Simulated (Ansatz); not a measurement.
The slice is one period of a {100} plane through atoms; its size isn't given.

Calculation: PBEsol (plane waves to 420 eV, PAW, scalar-relativistic; Ansatz, a first-principles code). These are valence fields of a PAW run, semicore shells included where kept as valence: close to a nucleus they are smooth pseudo fields.

```
|%%#+-                   -+#%|
|##*=:       .....       :=*#|
|*+=:.    ...........    .:=+|
|--:.   ....:::::::....   .:-|
|.     ...::::---::::...     |
|     ..:::---------:::..    |
|    ..::---=======---::..   |
|    ..:---===+++===---:..   |
|   ..::--==+++++++==--::..  |
|   ..:--==++*###*++==--:..  |
|   .::-==++#%%%%%#++==-::.  |
|  ..::-==+*%%@@@%%*+==-::.. |
|  ..:--=++#%@@@@@%#++=--:.. |
|  ..:--=++#%@@@@@%#++=--:.. |
|  ..:--=++#%@@@@@%#++=--:.. |
|  ..::-==+*%%@@@%%*+==-::.. |
|   .::-==++#%%%%%#++==-::.  |
|   ..:--==++*###*++==--:..  |
|   ..::--==+++++++==--::..  |
|    ..:---===+++===---:..   |
|    ..::---=======---::..   |
|     ..:::---------:::..    |
|.     ...::::---::::...     |
|--:.   ....:::::::....   .:-|
|*+=:.    ...........    .:=+|
|##*=:       .....       :=*#|
|%%#+-                   -+#%|
|%%#*-.                 .-*#%|
```
Scale: ten equal steps from -1.40 (start of ' ') to 1.28 (end of '@'), in the order ' .:-=+*#%@'. Values: log₁₀ of the valence density in e/Å³. The map has 28 points along u (one character each, u = 0 at the left) and 28 along v (v = 0 in the bottom row). The scale is logarithmic, as a density can span decades between atoms and voids.

```
|xxxx:    ...........    :xxx|
|xxx*    .:::::::::::.    *xx|
|xx*.   .-=+++++++++=-.   .*x|
|-:    .=*##%%%%%%%##*=.    :|
|     .=#%@@@@@@@@@@@%#=.    |
|    .=#@@@@@@@@@@@@@@@#=.   |
|   .=#@@@@@@%%%%%@@@@@@#=.  |
|  .-*%@@@@%%%###%%%@@@@%*-. |
| .:=#@@@@%%#######%%@@@@#=:.|
| .:+#@@@%%##*+++*##%%@@@#+:.|
| .:+%@@@%##*=xxx=*##%@@@%+:.|
| .:+%@@%%#*=xxxxx=*#%%@@%+:.|
| .:+%@@%##+xxxxxxx+##%@@%+:.|
| .:+%@@%##+xxxxxxx+##%@@%+:.|
| .:+%@@%##+xxxxxxx+##%@@%+:.|
| .:+%@@%%#*=xxxxx=*#%%@@%+:.|
| .:+%@@@%##*=xxx=*##%@@@%+:.|
| .:+#@@@%%##*+++*##%%@@@#+:.|
| .:=#@@@@%%#######%%@@@@#=:.|
|  .-*%@@@@%%%###%%%@@@@%*-. |
|   .=#@@@@@@%%%%%@@@@@@#=.  |
|    .=#@@@@@@@@@@@@@@@#=.   |
|     .=#%@@@@@@@@@@@%#=.    |
|-:    .=*##%%%%%%%##*=.    :|
|xx*.   .-=+++++++++=-.   .*x|
|xxx*    .:::::::::::.    *xx|
|xxxx:    ...........    :xxx|
|xxxx=                   =xxx|
```
Scale: ten equal steps from 0.00 (start of ' ') to 0.80 (end of '@'), in the order ' .:-=+*#%@'. Values: electron localisation function (ELF). The map has 28 points along u (one character each, u = 0 at the left) and 28 along v (v = 0 in the bottom row). Points within 0.5 Å of a nucleus are blanked (x), as the pseudised field means little there.

### Question
Which relaxed crystal do these maps come from?
A) TaC (rock salt)
B) VN (rock salt)
C) LiI (rock salt)

### Answer
C, LiI (rock salt). Atoms on the slice: I at (0.50, 0.50); Li at (0.00, 0.00)

All were relaxed with their symmetry unable to fall. Spin-orbit coupling is left out. TaC is run without spin polarisation. VN is run without spin polarisation.
